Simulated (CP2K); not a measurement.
**CuO under changes of volume**

One of the cells (8.316 Å³/atom); the others are scaled copies at fixed shape and fractional positions:

```xyz
2
Lattice="2.5526 0.0000 0.0000 0.0000 2.5526 0.0000 0.0000 0.0000 2.5526" Properties=species:S:1:pos:R:3 pbc="T T T"
Cu    0.0000    0.0000    0.0000
O     1.2763    1.2763    1.2763
```

Measurements of this composition are mostly on another form, of space group No. 15.

```yaml
Program: CP2K 2026.2
Functional: PBE
Potentials_or_basis: POTENTIAL_UZH Cu GTH-PBE-q11, O GTH-PBE-q6; TZVP-MOLOPT-PBE-GTH basis
Density_cutoff: 8163 eV
k_mesh: 10 × 10 × 10
Occupations: fermi-dirac, width 0.05 eV
Spin: no spin polarisation
```

| volume (Å³/atom) | energy over the lowest point (meV/atom) | pressure (GPa) |
| --- | --- | --- |
| 7.817 | 153.84 | 43.7 |
| 7.983 | ? | ? |
| 8.149 | 78.33 | 29.9 |
| 8.316 | 50.61 | 24.0 |
| 8.482 | 28.69 | 18.7 |
| 8.648 | 11.99 | 13.9 |
| 8.815 | 0.00 | 9.6 |

Problem. What does the run at 7.983 Å³/atom give?

Solution. Energy over the lowest point 112.50 meV/atom; pressure 36.4 GPa.

Worked out: A Birch-Murnaghan fit of order 3 (a polynomial in V^(-2/3)) to the other rows has no minimum within the range. It gives 112.51 meV/atom at 7.983 Å³/atom, against the run's 112.50, and -dE/dV = 36.3 GPa, against 36.4.

Energies are extrapolated to zero smearing.

Caveats: the basis of atomic orbitals isn't converged, which shifts pressures, moduli and gaps; an odd number of electrons without spin polarisation forces a metal; a magnetic or distorted state may lie lower; the run has no spin polarisation, though such a crystal can be magnetic.
